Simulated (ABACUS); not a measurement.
# CuO under changes of volume

One of the cells (8.316 Å³/atom); the others are scaled copies at fixed shape and fractional positions:

```
Cu O
1.0
     2.55255    0.00000    0.00000
     0.00000    2.55255    0.00000
     0.00000    0.00000    2.55255
Cu O
1 1
Direct
  0.00000 0.00000 0.00000
  0.50000 0.50000 0.50000
```

Measurements of this composition are mostly on another form, of space group No. 15.

- Program: ABACUS 3.10.1
- Functional: PBE
- Potentials or basis: PseudoDojo NC SR 0.4.1 PBE standard
- Cutoff: 1252 eV
- Density cutoff: 5007 eV
- Basis: plane waves
- k mesh: 10 × 10 × 10
- Occupations: fermi-dirac, width 0.05 eV
- Spin: no spin polarisation

```csv
volume (Å³/atom),energy over the lowest point (meV/atom),pressure (GPa)
7.817,?,?
7.983,95.47,32.4
8.149,65.27,26.2
8.316,41.21,20.6
8.482,22.66,15.6
8.648,9.08,11.0
8.815,0.00,6.9
```

**Question.** What does the run at 7.817 Å³/atom give?

**Answer.** Energy over the lowest point 132.49 meV/atom; pressure 39.3 GPa.

Worked out: A Birch-Murnaghan fit of order 3 (a polynomial in V^(-2/3)) to the other rows has no minimum within the range. It gives 132.38 meV/atom at 7.817 Å³/atom, against the run's 132.49, and -dE/dV = 39.1 GPa, against 39.3.

Energies are extrapolated to zero smearing.

Caveats: an odd number of electrons without spin polarisation forces a metal; a magnetic or distorted state may lie lower; the run has no spin polarisation, though such a crystal can be magnetic.
